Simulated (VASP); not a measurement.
# CdTe (F-43m) under biaxial strain in the (111) plane

How do the elastic response and the band edges of CdTe follow biaxial strain in the (111) plane?

Program: VASP 6.6.1. Level of theory: LDA; plane waves and PAW (Cd, Te), in the first sound run; inputs show where later runs differ. Results are calculated unless marked as measured.

## (1) Starting point

The structure is cubic, space group F-43m (No. 216). The conventional cell has a = 6.481 Å, b = 6.481 Å, c = 6.481 Å, α = 90.00°, β = 90.00°, γ = 90.00°. Cd has 4 Te at 2.81 Å nearest. Nearest to Te lie 4 Cd at 2.81 Å. Farther neighbours and most contacts between anions are not listed.

## (2) Relax the crystal, LDA

The series starts from the cell that this level prefers, so that zero strain is near zero stress.

This step took 2 runs in a row; the last is shown.

Level: LDA; plane waves and PAW (Cd, Te).

Contents of INCAR:

```
SYSTEM = CdTe
PREC = Accurate
ENCUT = 450
EDIFF = 1E-07
NELM = 120
ISMEAR = 0
SIGMA = 0.02
LREAL = .FALSE.
ALGO = Normal
GGA = CA
NBANDS = 15
LASPH = .TRUE.
LORBIT = 11
LWAVE = .FALSE.
LCHARG = .FALSE.
KPAR = 8
IBRION = 2
NSW = 40
ISIF = 3
EDIFFG = -0.005
POTIM = 0.4
```

Contents of POSCAR:

```
CdTe
1.0
    0.0000000000      3.2089821089      3.2089821089
    3.2089821089      0.0000000000      3.2089821089
    3.2089821089      3.2089821089      0.0000000000
Cd Te
1 1
Direct
    0.0000000000      0.0000000000      0.0000000000
    0.2500000000      0.2500000000      0.2500000000
```

Contents of KPOINTS:

```
Automatic mesh
0
Gamma
8 8 8
0 0 0
```

Potentials, in the order of the species: Cd and Te (LDA family, release 64).

On the command line:

```console
$ mpirun -np 8 vasp_std
```

The log of the run:

```text
[banner, memory and clock lines left out]
running    8 mpi-ranks, on    1 nodes
[...]
|                                                                             |
|           W    W    AA    RRRRR   N    N  II  N    N   GGGG   !!!           |
|           W    W   A  A   R    R  NN   N  II  NN   N  G    G  !!!           |
|           W    W  A    A  R    R  N N  N  II  N N  N  G       !!!           |
|           W WW W  AAAAAA  RRRRR   N  N N  II  N  N N  G  GGG   !            |
|           WW  WW  A    A  R   R   N   NN  II  N   NN  G    G                |
|           W    W  A    A  R    R  N    N  II  N    N   GGGG   !!!           |
|                                                                             |
|     For optimal performance we recommend to set                             |
|       NCORE = 2 up to number-of-cores-per-socket                            |
|     NCORE specifies how many cores store one orbital (NPAR=cpu/NCORE).      |
|     This setting can greatly improve the performance of VASP for DFT.       |
[...]
DAV:   4    -0.629292908159E+01   -0.35194E-01   -0.35191E-01  1298   0.418E+00
[...]
DAV:  11    -0.605062394992E+01   -0.39073E-05   -0.20771E-05  1089   0.409E-02    0.319E-02
DAV:  12    -0.605062297958E+01    0.97033E-06   -0.21116E-06   998   0.121E-02    0.158E-02
DAV:  13    -0.605062291532E+01    0.64263E-07   -0.55037E-07  1017   0.340E-03
   1 F= -.60506229E+01 E0= -.60506229E+01  d E =-.605062E+01
[...]
N       E                     dE             d eps       ncg     rms          rms(c)
DAV:   1    -0.605075524945E+01   -0.13227E-03   -0.24533E-03  1038   0.600E-01    0.856E-02
DAV:   2    -0.605063910096E+01    0.11615E-03   -0.29544E-04  1003   0.256E-01    0.277E-02
DAV:   3    -0.605062797640E+01    0.11125E-04   -0.24067E-05  1017   0.491E-02    0.231E-02
DAV:   4    -0.605062611636E+01    0.18600E-05   -0.28907E-06   989   0.124E-02    0.382E-03
DAV:   5    -0.605062602085E+01    0.95510E-07   -0.28256E-07   946   0.684E-03
   2 F= -.60506260E+01 E0= -.60506260E+01  d E =-.310553E-05
 trial-energy change:   -0.000003  1 .order   -0.000004   -0.000013    0.000004
 step:   0.6571(harm=  0.7447)  dis= 0.00000  next Energy=    -6.050627 (dE=-0.391E-05)
 reached required accuracy - stopping structural energy minimisation
```

Wall time 7.8 s (8 MPI ranks of Intel Xeon Platinum 8259CL at 2.50GHz (Skylake/Cascade Lake), shared host); peak memory 1.4 GiB.

The logs omit lines about the potential files and the build; timing stands in the text.

OUTCAR, selected parts (step 2):

```text
  Total        0.0051087      0.0051087      0.0051087      0.0000000      0.0000000      0.0000000
  in kB        0.1239538      0.1239538      0.1239538      0.0000000      0.0000000      0.0000000
  external PRESSURE =       0.1239538 kB  Pullay stress =       0.0000000 kB

 POSITION                                       TOTAL-FORCE (eV/Angst)
 -----------------------------------------------------------------------------------
      6.41612      6.41612      6.41612         0.000000     -0.000000     -0.000000
      1.60403      1.60403      1.60403        -0.000000      0.000000      0.000000
 -----------------------------------------------------------------------------------
    total drift:                                0.000000      0.000000      0.000000

  FREE ENERGIE OF THE ION-ELECTRON SYSTEM (eV)
  ---------------------------------------------------
  free  energy   TOTEN  =        -6.0506260209 eV

  energy  without entropy=       -6.0506260209  energy(sigma->0) =       -6.05062602

 reached required accuracy - stopping structural energy minimisation

[... 3 further parts left out ...]
[key lines of the parts left out:]
E-fermi :   2.5537
```

This run gave:

- energy(sigma→0) of the program: -6.0506 eV
- stress, compression positive: 0.01 along [111], 0.01 across it (mean), GPa
- volume: 66.032 Å³
- ionic steps: 2

## (3) Strain along the normal, LDA

One member in full: the plane is strained by -2 %, and the strain along the normal is moved by secant steps until the normal stress is under 0.012 GPa or five steps are spent; the atoms relax at each step.

This step took 3 runs, each at a new trial strain with the atoms of the one before; the last is shown.

Level: LDA; plane waves and PAW (Cd, Te); cell typed or built by script.

Edit INCAR of step 2 so:

```diff
@@ -15,7 +15,7 @@
 LCHARG = .FALSE.
-KPAR = 8
-IBRION = 2
-NSW = 40
-ISIF = 3
-EDIFFG = -0.005
-POTIM = 0.4
+KPAR = 2
+IBRION = 1
+NSW = 25
+ISIF = 2
+EDIFFG = -0.004
+POTIM = 0.3
```

Contents of POSCAR:

```
CdTe
1.0
    0.0804884790      3.2243865840      3.2243865840
    3.2243865840      0.0804884790      3.2243865840
    3.2243865840      3.2243865840      0.0804884790
Cd Te
1 1
Direct
    0.0027868373      0.0027868373      0.0027868373
    0.2472131627      0.2472131627      0.2472131627
```

KPOINTS is that of step 2.

On the command line:

```console
$ mpirun -np 2 vasp_std
```

The log of the run:

```text
[banner, memory and clock lines left out]
running    2 mpi-ranks, on    1 nodes
[...]
LDA part: xc-table for (Slater(with rela. corr.)+CA(PZ))
 , standard interpolation
 POSCAR, INCAR and KPOINTS ok, starting setup
[...]
entering main loop
       N       E                     dE             d eps       ncg     rms          rms(c)
DAV:   1     0.953463747924E+02    0.95346E+02   -0.77673E+03  1982   0.933E+02
DAV:   2    -0.279911486489E+01   -0.98145E+02   -0.93876E+02  2279   0.242E+02
DAV:   3    -0.624804257664E+01   -0.34489E+01   -0.34431E+01  2377   0.476E+01
DAV:   4    -0.628101754681E+01   -0.32975E-01   -0.32973E-01  2960   0.409E+00
[...]
DAV:  11    -0.603608846872E+01   -0.34017E-05   -0.22978E-05  2491   0.472E-02    0.306E-02
DAV:  12    -0.603608751908E+01    0.94964E-06   -0.21179E-06  2206   0.145E-02    0.151E-02
DAV:  13    -0.603608744511E+01    0.73976E-07   -0.73141E-07  2419   0.487E-03
   1 F= -.60360874E+01 E0= -.60360874E+01  d E =-.603609E+01
 BRION: g(F)=  0.187E-04 g(S)=  0.000E+00
[...]
N       E                     dE             d eps       ncg     rms          rms(c)
DAV:   1    -0.603610179741E+01   -0.14278E-04   -0.28504E-03  1978   0.356E-01    0.876E-03
DAV:   2    -0.603610325989E+01   -0.14625E-05   -0.16755E-05  2412   0.310E-02    0.330E-03
DAV:   3    -0.603610323669E+01    0.23208E-07   -0.14597E-07  1847   0.322E-03
   2 F= -.60361032E+01 E0= -.60361032E+01  d E =-.157916E-04
 BRION: g(F)=  0.842E-05 g(S)=  0.000E+00 retain N=  1 mean eig= 3.04
 eig:   3.041
[...]
N       E                     dE             d eps       ncg     rms          rms(c)
DAV:   1    -0.603611151671E+01   -0.82568E-05   -0.11887E-02  1978   0.727E-01    0.172E-02
DAV:   2    -0.603611763177E+01   -0.61151E-05   -0.70229E-05  2398   0.635E-02    0.630E-03
DAV:   3    -0.603611755145E+01    0.80318E-07   -0.66074E-07  2377   0.655E-03
   3 F= -.60361176E+01 E0= -.60361176E+01  d E =-.143148E-04
 BRION: g(F)=  0.720E-07 g(S)=  0.000E+00 retain N=  1 mean eig= 3.35
 eig:   3.351
 reached required accuracy - stopping structural energy minimisation
```

Run time: 35 s. Hardware: 2 MPI ranks; peak memory 0.35 GiB; 54 s of CPU time.

From OUTCAR (step 3):

```text
  Total        0.4408695      0.4408695      0.4408695     -0.2212044     -0.2212044     -0.2212044
  in kB       10.9450966     10.9450966     10.9450966     -5.4916561     -5.4916561     -5.4916561
  external PRESSURE =      10.9450966 kB  Pullay stress =       0.0000000 kB

 POSITION                                       TOTAL-FORCE (eV/Angst)
 -----------------------------------------------------------------------------------
      0.01728      0.01728      0.01728        -0.000644     -0.000644     -0.000644
      1.61503      1.61503      1.61503         0.000644      0.000644      0.000644
 -----------------------------------------------------------------------------------
    total drift:                                0.000238      0.000238      0.000238

  FREE ENERGIE OF THE ION-ELECTRON SYSTEM (eV)
  ---------------------------------------------------
  free  energy   TOTEN  =        -6.0361175515 eV

  energy  without entropy=       -6.0361175515  energy(sigma->0) =       -6.03611755

[... 1 part as in an earlier step ...]

[... 3 further parts left out ...]
[key lines of the parts left out:]
E-fermi :   2.8320
```

Read from the output:

* energy(sigma→0) of the program: -6.0361 eV
* stress, compression positive: 0.00 along [111], 1.64 across it (mean), GPa
* ionic steps: 3

## (4) Band edges, TB-mBJ with spin-orbit coupling

Short lines in KPOINTS_OPT sample the zone centre along and across the normal of the plane, for masses, and the other valleys.

Level: TB-mBJ, spin-orbit coupling; plane waves and PAW (Cd, Te); cell typed or built by script.

TB-mBJ has no energy functional, so the total energy, stress and pressure in this output mean nothing.

Contents of INCAR:

```
SYSTEM = CdTe
PREC = Accurate
ENCUT = 450
EDIFF = 1E-06
NELM = 150
ISMEAR = 0
SIGMA = 0.02
LREAL = .FALSE.
ALGO = Normal
METAGGA = MBJ
LASPH = .TRUE.
LNONCOLLINEAR = .TRUE.
MAGMOM = 0 0 0 0 0 0
NBANDS = 28
GGA_COMPAT = .FALSE.
LSORBIT = .TRUE.
LWAVE = .FALSE.
LCHARG = .FALSE.
KPAR = 2
```

Contents of POSCAR:

```
CdTe
1.0
    0.0804884790      3.2243865840      3.2243865840
    3.2243865840      0.0804884790      3.2243865840
    3.2243865840      3.2243865840      0.0804884790
Cd Te
1 1
Direct
    0.0026469394      0.0026469394      0.0026469394
    0.2473530606      0.2473530606      0.2473530606
```

Contents of KPOINTS:

```
Automatic mesh
0
Gamma
7 7 7
0 0 0
```

Contents of KPOINTS_OPT:

```
Line mode
6
Line-mode
Reciprocal
  0.00000000   0.00000000   0.00000000
  0.02999809   0.02999809   0.02999809

  0.00000000   0.00000000   0.00000000
 -0.01769064   0.01769064  -0.00000000

  0.31000000   0.31000000   0.00000000
  0.50000000   0.50000000   0.00000000

  0.00000000   0.31000000   0.31000000
  0.00000000   0.50000000   0.50000000

  0.45000000   0.45000000   0.45000000
  0.50000000   0.50000000   0.50000000

  0.45000000   0.00000000   0.00000000
  0.50000000   0.00000000   0.00000000

  0.42500000   0.42500000   0.00000000
  0.42564051   0.45065885   0.02565885

  0.50000000   0.50000000   0.50000000
  0.48230936   0.51769064   0.50000000
```

On the command line:

```console
$ mpirun -np 2 vasp_ncl
```

The log of the run:

```text
[banner, memory and clock lines left out]
running    2 mpi-ranks, on    1 nodes
[...]
|                                                                             |
|               ----> ADVICE to this user running VASP <----                  |
|                                                                             |
|     You enforced a specific xc type in the INCAR file but a different       |
|     [... a line on the potential file left out ...]
|     I HOPE YOU KNOW WHAT YOU ARE DOING!                                     |
|                                                                             |

 LDA part: xc-table for (None), standard interpolation
 POSCAR, INCAR and KPOINTS ok, starting setup
[...]
entering main loop
       N       E                     dE             d eps       ncg     rms          rms(c)
DAV:   1    -0.455594283141E+02   -0.45559E+02   -0.75963E+03  4736   0.101E+03
DAV:   2    -0.152278878365E+03   -0.10672E+03   -0.10334E+03  5136   0.272E+02
DAV:   3    -0.156960605392E+03   -0.46817E+01   -0.46531E+01  5624   0.578E+01
DAV:   4    -0.157012242866E+03   -0.51637E-01   -0.51615E-01  5508   0.537E+00
[...]
DAV:  41    -0.155630160335E+03    0.14292E-04   -0.64028E-10  2372   0.173E-04    0.796E-04
DAV:  42    -0.155630209311E+03   -0.48977E-04   -0.12755E-09  2376   0.425E-04    0.426E-04
DAV:  43    -0.155630210237E+03   -0.92530E-06   -0.93439E-10  2372   0.206E-04
   1 F= -.15563021E+03 E0= -.15563021E+03  d E =-.528138E-18  mag=    -0.0000     0.0000     0.0000
 Start KPOINTS_OPT (optional k-point list driver)
k-point batch [1-48\48]
       N       E                     dE             ncg
DAV:   1     0.271097235441E+04   -0.13284E+05     2760
DAV:   2    -0.246447305451E+04   -0.51754E+04     3032
DAV:   3    -0.269434600891E+04   -0.22987E+03     3136
DAV:   4    -0.269683030857E+04   -0.24843E+01     3432
DAV:   5    -0.269686919318E+04   -0.38885E-01     3104
DAV:   6    -0.269687046744E+04   -0.12743E-02     3344
DAV:   7    -0.269687051459E+04   -0.47153E-04     3092
DAV:   8    -0.269687051661E+04   -0.20212E-05     2568
DAV:   9    -0.269687051671E+04   -0.99952E-07     2008
```

Elapsed: 12 min, on 2 MPI ranks; peak memory 1.1 GiB; 18 min of CPU time.

Parts of OUTCAR (step 4):

```text
  LATTYP: Found a trigonal (rhomboedric) cell.
 ALAT       =     4.5606815369
 COS(alpha) =     0.5247989090

 Subroutine GETGRP returns: Found  6 space group operations
 (whereof  6 operations were pure point group operations)

The static configuration has the point symmetry C_3v.

 Found     84 irreducible k-points:

   k-points           NKPTS =     84   k-points in BZ     NKDIM =     84   number of bands    NBANDS=     28

   dimension x,y,z NGX =    32 NGY =   32 NGZ =   32
   dimension x,y,z NGXF=    64 NGYF=   64 NGZF=   64

   ENCUT  =  450.0 eV  33.07 Ry    5.75 a.u.   7.89  7.89  7.89*2*pi/ulx,y,z

   NELECT =      18.0000    total number of electrons

 E-fermi :   3.4934

 k-point     1 :       0.0000    0.0000    0.0000
  band No.  band energies     occupation
    ...
     14       2.4586      1.00000
     15       3.2330      1.00000
     16       3.2330      1.00000
     17       3.3807      1.00000
     18       3.3807      1.00000
     19       4.9795      0.00000
     20       4.9795      0.00000
     21       7.8702      0.00000
     22       7.8702      0.00000
     23       8.2324      0.00000
    ...

 k-point     2 :       0.1429   -0.0000   -0.0000
  band No.  band energies     occupation
    ...
     14       1.7614      1.00000
     15       2.6058      1.00000
     16       2.6742      1.00000
     17       3.1099      1.00000
     18       3.1185      1.00000
     19       5.6965      0.00000
     20       5.7067      0.00000
     21       8.1354      0.00000
     22       8.2397      0.00000
     23       8.3244      0.00000
    ...

  Total      -13.4887280    -13.4887280    -13.4887280     -0.2164713     -0.2164713     -0.2164713
  in kB     -334.8733474   -334.8733474   -334.8733474     -5.3741521     -5.3741521     -5.3741521
  external PRESSURE =    -334.8733474 kB  Pullay stress =       0.0000000 kB

 POSITION                                       TOTAL-FORCE (eV/Angst)
 -----------------------------------------------------------------------------------
      0.01728      0.01728      0.01728        -0.063929     -0.063929     -0.063929
      1.61503      1.61503      1.61503         0.063929      0.063929      0.063929
 -----------------------------------------------------------------------------------
    total drift:                               -0.130766     -0.130766     -0.130766

  FREE ENERGIE OF THE ION-ELECTRON SYSTEM (eV)
  ---------------------------------------------------
  free  energy   TOTEN  =      -155.6302102366 eV

  energy  without entropy=     -155.6302102366  energy(sigma->0) =     -155.63021024

 Spin-Orbit-Coupling matrix elements
 Ion:    1  E_soc:     -0.0588098
 Ion:    2  E_soc:     -0.1864940

[... 1 part as in an earlier step ...]

[... 7 further parts left out ...]
```

## (5) Band edges, r2SCAN with spin-orbit coupling

Short lines in KPOINTS_OPT sample the zone centre along and across the normal of the plane, for masses, and the other valleys.

Level: r2SCAN, spin-orbit coupling; plane waves and PAW (Cd, Te); cell typed or built by script.

Edit INCAR of step 4 so:

```diff
@@ -4,3 +4,3 @@
 EDIFF = 1E-06
-NELM = 150
+NELM = 100
 ISMEAR = 0
@@ -9,3 +9,3 @@
 ALGO = Normal
-METAGGA = MBJ
+METAGGA = R2SCAN
 LASPH = .TRUE.
```

POSCAR is that of step 4.

KPOINTS is that of step 4.

KPOINTS_OPT is that of step 4.

On the command line:

```console
$ mpirun -np 2 vasp_ncl
```

The log of the run:

```text
[banner, memory and clock lines left out]
running    2 mpi-ranks, on    1 nodes
[...]
[... a notice as in an earlier step ...]

 LDA part: xc-table for (None), standard interpolation
 POSCAR, INCAR and KPOINTS ok, starting setup
[...]
entering main loop
       N       E                     dE             d eps       ncg     rms          rms(c)
DAV:   1    -0.680335659872E+03   -0.68034E+03   -0.77416E+03  4736   0.103E+03
DAV:   2    -0.790079263338E+03   -0.10974E+03   -0.10603E+03  5132   0.275E+02
DAV:   3    -0.795174036963E+03   -0.50948E+01   -0.50658E+01  5600   0.613E+01
DAV:   4    -0.795229162761E+03   -0.55126E-01   -0.55105E-01  5612   0.571E+00
[...]
DAV:  14    -0.790771867830E+03   -0.43720E-05   -0.17889E-05  4904   0.599E-02    0.211E-02
DAV:  15    -0.790771865498E+03    0.23323E-05   -0.66222E-06  5080   0.413E-02    0.725E-03
DAV:  16    -0.790771865519E+03   -0.20890E-07   -0.19500E-07  2416   0.339E-03
   1 F= -.79077187E+03 E0= -.79077187E+03  d E =-.354981E-14  mag=    -0.0000     0.0000     0.0000
 Start KPOINTS_OPT (optional k-point list driver)
k-point batch [1-48\48]
       N       E                     dE             ncg
DAV:   1     0.238653210709E+04   -0.13609E+05     2728
DAV:   2    -0.295328370113E+04   -0.53398E+04     3004
DAV:   3    -0.319797782407E+04   -0.24469E+03     3220
DAV:   4    -0.320078895760E+04   -0.28111E+01     3536
DAV:   5    -0.320081790751E+04   -0.28950E-01     2968
DAV:   6    -0.320081879252E+04   -0.88501E-03     3440
DAV:   7    -0.320081881997E+04   -0.27448E-04     2784
DAV:   8    -0.320081882108E+04   -0.11158E-05     2128
DAV:   9    -0.320081882117E+04   -0.87695E-07     1796
```

It took 14 min on 2 MPI ranks; peak memory 1.1 GiB; 22 min of CPU time.

(Continued in part 2 of 2.)

[Lines on the potential files, build, host, timing and source positions are cut from VASP's logs without a mark.]

[Logs are printed without paths, hosts, clocks, repeated set-up lines and the standing remarks that a program may print on its own settings, such as how far it seeks lower states.]

[Hosts, paths, dates, database ids (printed as entryN), source tags and the programs' standing remarks are cut or masked in the printed files.]

[In band tables of VASP the shares of atoms and orbitals are scaled to a sum of 1 inside the atoms' spheres.]
